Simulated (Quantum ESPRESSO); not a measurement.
A calculation with Quantum ESPRESSO 7.5 of GaN (ASE script, structure from a P1 CIF):

run.py

```python
import numpy as np
from ase.calculators.espresso import Espresso, EspressoProfile
from ase.io import read

atoms = read('GaN.cif')

input_data = {
    'control': {'calculation': 'scf', 'prefix': 'pwscf', 'outdir': './tmp', 'tprnfor': True, 'tstress': True, 'disk_io': 'nowf'},
    'system': {'ecutwfc': 70.0, 'ecutrho': 560.0, 'nbnd': 15, 'occupations': 'smearing', 'smearing': 'fd', 'degauss': 0.00367493},
    'electrons': {'conv_thr': 4e-10, 'electron_maxstep': 120, 'mixing_beta': 0.5},
}
pseudopotentials = {'Ga': 'Ga.pbe-dn-kjpaw_psl.1.0.0.UPF', 'N': 'N.pbe-n-radius_5.UPF'}
profile = EspressoProfile(command='pw.x', pseudo_dir='pseudo')
dft = Espresso(profile=profile, input_data=input_data, pseudopotentials=pseudopotentials, kpts=(11, 11, 11), koffset=(0, 0, 0))
atoms.calc = dft

print(f'energy {atoms.get_potential_energy():.8f} eV')
print('forces (eV/A)')
print(np.round(atoms.get_forces(), 6))
print('stress (eV/A^3, Voigt)')
print(np.round(atoms.get_stress(), 8))
print(f'Fermi level {dft.get_fermi_level():.4f} eV')
```

Contents of GaN.cif:

```cif
data_GaN
_cell_length_a 3.01967830
_cell_length_b 3.01967830
_cell_length_c 3.01967830
_cell_angle_alpha 60.00000000
_cell_angle_beta 60.00000000
_cell_angle_gamma 60.00000000
_space_group_name_H-M_alt 'P1'
_space_group_name_Hall 'P 1'
_space_group_IT_number 1
loop_
_space_group_symop_operation_xyz
'x,y,z'
loop_
_atom_site_label
_atom_site_type_symbol
_atom_site_symmetry_multiplicity
_atom_site_Wyckoff_symbol
_atom_site_fract_x
_atom_site_fract_y
_atom_site_fract_z
_atom_site_occupancy
Ga1 Ga 1 a 0.0000000000 0.0000000000 0.0000000000 1
N1 N 1 a 0.5000000000 0.5000000000 0.5000000000 1
```

Potentials or basis: SSSP 1.3 efficiency PBE.

Run with:

```sh
$ OMP_NUM_THREADS=1 python run.py
```

Measurements of this composition are mostly on another form, of space group No. 186.

Question: Write the same calculation in another form: native input, structure typed inline.

Answer: As run:

The input pw.in:

```
&CONTROL
  calculation = 'scf'
  prefix = 'pwscf'
  outdir = './tmp'
  pseudo_dir = './pseudo'
  tprnfor = .true.
  tstress = .true.
  disk_io = 'nowf'
/
&SYSTEM
  ibrav = 0
  nat = 2
  ntyp = 2
  ecutwfc = 70
  ecutrho = 560
  nbnd = 15
  occupations = 'smearing'
  smearing = 'fd'
  degauss = 0.00367493
/
&ELECTRONS
  conv_thr = 4d-10
  electron_maxstep = 120
  mixing_beta = 0.5
/
ATOMIC_SPECIES
Ga    69.7230 Ga.pbe-dn-kjpaw_psl.1.0.0.UPF
N     14.0070 N.pbe-n-radius_5.UPF
CELL_PARAMETERS angstrom
   0.0000000000    2.1352350000    2.1352350000
   2.1352350000    0.0000000000    2.1352350000
   2.1352350000    2.1352350000    0.0000000000
ATOMIC_POSITIONS crystal
Ga     0.0000000000    0.0000000000    0.0000000000
N      0.5000000000    0.5000000000    0.5000000000
K_POINTS automatic
11 11 11 0 0 0
```

Potentials or basis: SSSP 1.3 efficiency PBE.

Command:

```bash
$ OMP_NUM_THREADS=1 pw.x -in pw.in > pw.out
```

Both were run:

|  | ASE script, structure from a P1 CIF | native input, structure typed inline |
| --- | --- | --- |
| Pressure | -0.7 GPa | -0.7 GPa |
| Band gap on the k mesh | 0.54 eV, indirect (least direct gap 2.36 eV) | 0.54 eV, indirect (least direct gap 2.36 eV) |

Keys that steer only the numerical path or the files written may differ.

Caveat: an odd mesh through Γ misses points on the zone boundary, where band edges often lie.
